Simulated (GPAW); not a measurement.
Crystal: BaTiO3.

```
Ba Ti O
1.0
     4.00600    0.00000    0.00000
     0.00000    4.00600    0.00000
     0.00000    0.00000    4.00600
Ba Ti O
1 1 3
Direct
  0.50000 0.50000 0.50000
  0.00000 0.00000 0.00000
  0.00000 0.00000 0.50000
  0.00000 0.50000 0.00000
  0.50000 0.00000 0.00000
```

Base run:

```yaml
Program: GPAW 26.7.0
Functional: GLLB-SC
Potentials_or_basis: the program's PAW data sets (release 1.2.1) made for this functional
Cutoff: 800 eV
Basis: pw
k_mesh: 6 × 6 × 6
Occupations: fermi-dirac, width 0.05 eV
Spin: no spin polarisation
```

Its results: band gap on the k mesh with the derivative discontinuity 3.71 eV.

Problem. The run is repeated on the same cell with these changes: functional from GLLB-SC to TB-mBJ; potentials or basis from the program's PAW data sets (release 1.2.1) made for this functional to GPAW PAW data sets for LDA (gpaw-data 1.2.1). What comes out?

Solution. Band gap on the k mesh 2.50 eV, indirect (least direct gap 2.64 eV).

Caveats: a model potential gives levels but no total energy; spin-orbit coupling is left out, which moves the levels of the heavy elements; the GLLB-SC gap is the Kohn-Sham gap of the path plus the derivative discontinuity (some runs).

A k mesh can miss the band edges.

Not every run made on this cell is shown here.
